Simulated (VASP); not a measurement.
**Li: single point with PBE**

The system is Li.

```
Li
1.0
    -0.02939    2.18954    2.16794
     2.24417   -0.07957    2.21812
     2.15233    2.14788    0.01227
Li
1
Direct
  0.99760 0.00530 0.00297
```

The cell isn't the ideal one: cell strained at random at fixed volume.

| Quantity | Value |
| --- | --- |
| Program | VASP 6.6.1 |
| Task | single point |
| Functional | PBE |
| Potentials or basis | VASP PAW PBE potentials, release 64 (Li_sv) |
| Cutoff | 520 eV |
| k mesh | 10 × 10 × 10 |
| Occupations | fermi-dirac, width 0.05 eV |
| Spin | no spin polarisation |

The band gap on the k mesh is none (metal or under the smearing width).

Levels at points of the mesh, in eV from the Fermi level:
```csv
k point,band 1,band 2,band 3,band 4,band 5
"(0.00, 0.00, 0.00)",-46.56,-3.43,13.08,14.00,14.47
"(0.50, 0.00, 0.00)",-46.55,0.05,2.79,12.13,12.46
"(0.00, 0.50, 0.00)",-46.55,-0.17,2.44,12.76,12.81
"(0.50, 0.50, 0.00)",-46.54,1.65,4.68,7.41,8.86
"(0.00, 0.00, 0.50)",-46.54,0.25,3.09,11.61,12.12
"(0.50, 0.00, 0.50)",-46.54,1.53,4.57,7.89,8.63
"(0.00, 0.50, 0.50)",-46.54,1.51,4.55,8.07,8.50
"(0.50, 0.50, 0.50)",-46.54,0.18,3.00,11.73,12.23
```

Wall time 47 s on 1 thread of Intel(R) Xeon(R) Platinum 8375C CPU @ 2.90GHz (Ice Lake), with other jobs on the host, peak memory 0.17 GiB.
